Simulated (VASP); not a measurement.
## BaTiO3: single point with PBE

Crystal: BaTiO3.

```
Ba Ti O
1.0
     3.99980    0.00000    0.00000
     0.00000    3.99980    0.00000
     0.00000    0.00000    4.01800
Ba Ti O
1 1 3
Direct
  0.00503 0.98480 0.99180
  0.51100 0.50268 0.47964
  0.99207 0.49910 0.53195
  0.50870 0.99658 0.51001
  0.52748 0.48240 0.01008
```

The cell isn't the ideal one: grid = ENCUT=900 k=8x8x8 ISMEAR=0 SIGMA=0.05 PREC=Accurate EDIFF=1e-08 LREAL=False ADDGRID=False LASPH=True; atoms moved at random, drawn with an rms of 0.1 Å.

* Program: VASP 6.6.1
* Task: single point
* Functional: PBE
* Potentials or basis: VASP PAW PBE potentials, release 64 (Ba_sv, Ti_sv, O)
* Cutoff: 900 eV
* k mesh: 8 × 8 × 8
* Occupations: gaussian, width 0.05 eV
* Spin: no spin polarisation

| Property | Result |
| --- | --- |
| Pressure | 4.9 GPa |
| Largest force | 1.055 eV/Å |
| Band gap on the k mesh | 1.87 eV, indirect (least direct gap 2.16 eV) |

Forces on the atoms (eV/Å):
```
Ba   0.136  0.362  0.148
Ti   0.301 -0.207  0.066
O    0.643 -0.073 -0.691
O   -0.352 -0.365 -0.232
O   -0.728  0.284  0.710
```

Stress tensor (GPa, compression positive):
```
 4.48  0.11 -0.14
 0.11  4.70 -0.07
-0.14 -0.07  5.50
```

Levels at points of the mesh, in eV from the valence-band top:
```csv
k point,band 16,band 17,band 18,band 19,band 20,band 21,band 22,band 23,band 24,band 25
"(0.00, 0.00, 0.00)",-1.24,-1.19,-0.43,-0.34,-0.29,1.87,2.11,2.30,4.06,4.19
"(0.50, 0.00, 0.00)",-2.05,-1.76,-1.65,-0.97,-0.80,2.24,3.45,3.51,4.10,5.76
"(0.00, 0.50, 0.00)",-2.05,-1.72,-1.66,-1.10,-0.82,2.42,3.52,3.58,4.16,5.88
"(0.50, 0.50, 0.00)",-2.65,-1.61,-0.98,-0.95,-0.08,3.51,3.59,3.96,4.69,7.54
"(0.00, 0.00, 0.50)",-1.93,-1.89,-1.68,-0.70,-0.65,2.01,3.56,3.62,4.06,6.02
"(0.50, 0.00, 0.50)",-2.65,-1.69,-0.90,-0.88,-0.12,3.52,3.59,3.87,4.83,7.40
"(0.00, 0.50, 0.50)",-2.67,-1.62,-0.88,-0.85,-0.15,3.56,3.66,3.95,4.87,7.55
"(0.50, 0.50, 0.50)",-2.38,-2.38,-0.08,-0.06,0.00,4.06,4.15,4.18,6.42,6.69
```

Wall time 15 min on 1 thread of Intel(R) Xeon(R) Platinum 8488C (Sapphire Rapids), on a shared host, peak memory 1 GiB.

Caveat: spin-orbit coupling is left out, which moves the levels of the heavy elements. A k mesh can miss the band edges.
